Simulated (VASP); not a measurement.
A run of VASP 6.6.1 is set up as follows.

Contents of INCAR:

```
SYSTEM = MgSe
PREC = Accurate ; ENCUT = 520
EDIFF = 1E-6 ; ISMEAR = 0
SIGMA = 0.02 ; LREAL = .FALSE.
LASPH = .TRUE. ; NELM = 100
ALGO = Normal ; ISIF = 2
LWAVE = .FALSE. ; LCHARG = .FALSE.
GGA = PE ; NBANDS = 11
KPAR = 4
```

Contents of KPOINTS:

```
Automatic mesh
0
G
  8 8 8
  0 0 0
```

File POSCAR:

```
MgSe                                    
1.0
    0.0000000000      2.7242993825      2.7242993825
    2.7242993825      0.0000000000      2.7242993825
    2.7242993825      2.7242993825     -0.0000000000
  Mg              Se            
     1     1
Direct
     0.0000000000000000    0.0000000000000000    0.0000000000000000
     0.5000000000000000    0.5000000000000000    0.5000000000000000
```

File KPOINTS_OPT:

```
path GXWKGLUWLK,UX
20
line-mode
reciprocal
 0.0000000000  0.0000000000  0.0000000000  G
 0.5000000000  0.0000000000  0.5000000000  X

 0.5000000000  0.0000000000  0.5000000000  X
 0.5000000000  0.2500000000  0.7500000000  W

 0.5000000000  0.2500000000  0.7500000000  W
 0.3750000000  0.3750000000  0.7500000000  K

 0.3750000000  0.3750000000  0.7500000000  K
 0.0000000000  0.0000000000  0.0000000000  G

 0.0000000000  0.0000000000  0.0000000000  G
 0.5000000000  0.5000000000  0.5000000000  L

 0.5000000000  0.5000000000  0.5000000000  L
 0.6250000000  0.2500000000  0.6250000000  U

 0.6250000000  0.2500000000  0.6250000000  U
 0.5000000000  0.2500000000  0.7500000000  W

 0.5000000000  0.2500000000  0.7500000000  W
 0.5000000000  0.5000000000  0.5000000000  L

 0.5000000000  0.5000000000  0.5000000000  L
 0.3750000000  0.3750000000  0.7500000000  K

 0.6250000000  0.2500000000  0.6250000000  U
 0.5000000000  0.0000000000  0.5000000000  X
```

Potentials or basis: VASP PAW PBE potentials, release 64 (Mg, Se).

Command:

```console
$ cat potpaw_PBE.64/Mg/POTCAR potpaw_PBE.64/Se/POTCAR > POTCAR
$ mpirun -np 4 vasp_std > vasp.out
```

Task: What does it give for the band gap along the path?

Result: 1.80 eV, indirect (least direct gap 2.61 eV).

Task: Predict the pressure.

Result: 2.0 GPa.

Levels at the corners of the path, in eV from the valence-band top:
| point | band 1 | band 2 | band 3 | band 4 | band 5 | band 6 | band 7 | band 8 | band 9 |
| --- | --- | --- | --- | --- | --- | --- | --- | --- | --- |
| Γ | -12.95 | 0.00 | 0.00 | 0.00 | 2.61 | 7.41 | 7.41 | 7.41 | 9.97 |
| X | -11.50 | -4.27 | -1.79 | -1.79 | 1.80 | 3.96 | 11.76 | 12.20 | 12.20 |
| X | -11.50 | -4.27 | -1.79 | -1.79 | 1.80 | 3.96 | 11.76 | 12.20 | 12.20 |
| W | -11.47 | -3.33 | -3.33 | -2.56 | 4.55 | 6.99 | 7.57 | 7.57 | 13.13 |
| W | -11.47 | -3.33 | -3.33 | -2.56 | 4.55 | 6.99 | 7.57 | 7.57 | 13.13 |
| K | -11.51 | -3.78 | -3.34 | -1.44 | 3.04 | 6.28 | 8.94 | 9.86 | 10.45 |
| K | -11.51 | -3.78 | -3.34 | -1.44 | 3.04 | 6.28 | 8.94 | 9.86 | 10.45 |
| Γ | -12.95 | 0.00 | 0.00 | 0.00 | 2.61 | 7.41 | 7.41 | 7.41 | 9.97 |
| Γ | -12.95 | 0.00 | 0.00 | 0.00 | 2.61 | 7.41 | 7.41 | 7.41 | 9.97 |
| L | -11.83 | -4.96 | -0.58 | -0.58 | 3.83 | 6.10 | 6.10 | 8.64 | 11.46 |
| L | -11.83 | -4.96 | -0.58 | -0.58 | 3.83 | 6.10 | 6.10 | 8.64 | 11.46 |
| U | -11.51 | -3.78 | -3.34 | -1.44 | 3.04 | 6.28 | 8.94 | 9.86 | 10.45 |
| U | -11.51 | -3.78 | -3.34 | -1.44 | 3.04 | 6.28 | 8.94 | 9.86 | 10.45 |
| W | -11.47 | -3.33 | -3.33 | -2.56 | 4.55 | 6.99 | 7.57 | 7.57 | 13.13 |
| W | -11.47 | -3.33 | -3.33 | -2.56 | 4.55 | 6.99 | 7.57 | 7.57 | 13.13 |
| L | -11.83 | -4.96 | -0.58 | -0.58 | 3.83 | 6.10 | 6.10 | 8.64 | 11.46 |
| L | -11.83 | -4.96 | -0.58 | -0.58 | 3.83 | 6.10 | 6.10 | 8.64 | 11.46 |
| K | -11.51 | -3.78 | -3.34 | -1.44 | 3.04 | 6.28 | 8.94 | 9.86 | 10.45 |
| U | -11.51 | -3.78 | -3.34 | -1.44 | 3.04 | 6.28 | 8.94 | 9.86 | 10.45 |
| X | -11.50 | -4.27 | -1.79 | -1.79 | 1.80 | 3.96 | 11.76 | 12.20 | 12.20 |

Expect the measured gap to be larger: semilocal functionals such as PBE lack the derivative discontinuity.
